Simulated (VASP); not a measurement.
A run of VASP 6.6.1:

File POSCAR:

```
MoS2
1.0
    3.1841422938      0.0000000000      0.0000000000
   -1.5920711469      2.7575481157      0.0000000000
    0.0000000000      0.0000000000     14.3321729865
  Mo              S
     2     4
Direct
     0.3333333332999970    0.6666666667000030    0.2500000000000000
     0.6666666667000030    0.3333333332999970    0.7500000000000000
     0.3333333332999970    0.6666666667000030    0.6409914011311031
     0.6666666667000030    0.3333333332999970    0.1409914011311031
     0.3333333332999970    0.6666666667000030    0.8590085988688969
     0.6666666667000030    0.3333333332999970    0.3590085988688969
```

File INCAR.step1:

```
SYSTEM = MoS2
ALGO     = Normal         ! electronic algorithm
EDIFF    = 1E-8           ! SCF threshold, eV
EDIFFG   = -0.002         ! ionic threshold
ENCUT    = 600            ! plane-wave cutoff, eV
GGA      = PE             ! functional
IBRION   = 2              ! ionic algorithm
ISIF     = 3              ! what is computed and relaxed
ISMEAR   = 0              ! smearing method
KPAR     = 2            
LASPH    = .TRUE.         ! aspherical terms in the spheres
LCHARG   = .FALSE.        ! write CHGCAR
LREAL    = .FALSE.        ! projectors in reciprocal space
LWAVE    = .FALSE.        ! write WAVECAR
NELM     = 80             ! most SCF steps
NSW      = 40             ! ionic steps
PREC     = Accurate       ! precision mode
SIGMA    = 0.03           ! smearing width, eV
```

The input INCAR.step2:

```
SYSTEM = MoS2
ALGO     = Normal         ! electronic algorithm
EDIFF    = 1E-8           ! SCF threshold, eV
ENCUT    = 600            ! plane-wave cutoff, eV
GGA      = PE             ! functional
IBRION   = 6              ! ionic algorithm
ISIF     = 3              ! what is computed and relaxed
ISMEAR   = 0              ! smearing method
KPAR     = 2            
LASPH    = .TRUE.         ! aspherical terms in the spheres
LCHARG   = .FALSE.        ! write CHGCAR
LREAL    = .FALSE.        ! projectors in reciprocal space
LWAVE    = .FALSE.        ! write WAVECAR
NELM     = 80             ! most SCF steps
NFREE    = 2            
NSW      = 1              ! ionic steps
POTIM    = 0.015          ! step
PREC     = Accurate       ! precision mode
SIGMA    = 0.03           ! smearing width, eV
```

Contents of KPOINTS:

```
k-points
0
G
  12 12 3
  0 0 0
```

Potentials or basis: VASP PAW PBE potentials, release 64 (Mo_sv, S).

Run with:

```console
$ cat potpaw_PBE.64/Mo_sv/POTCAR potpaw_PBE.64/S/POTCAR > POTCAR
$ cp INCAR.step1 INCAR
$ mpirun -np 2 vasp_std > vasp.out
$ cp CONTCAR POSCAR
$ cp INCAR.step2 INCAR
$ mpirun -np 2 vasp_std > vasp.out
```

Hardware: 2 MPI ranks on Intel(R) Xeon(R) 6975P-C (Granite Rapids), on a shared host.

Task: Estimate the wall time of this run.

Result: Wall time 52 min on 2 MPI ranks on Intel(R) Xeon(R) 6975P-C (Granite Rapids), on a shared host, peak memory 1.4 GiB a rank. Counts: scf iterations 273, k points 38, ion steps 8.
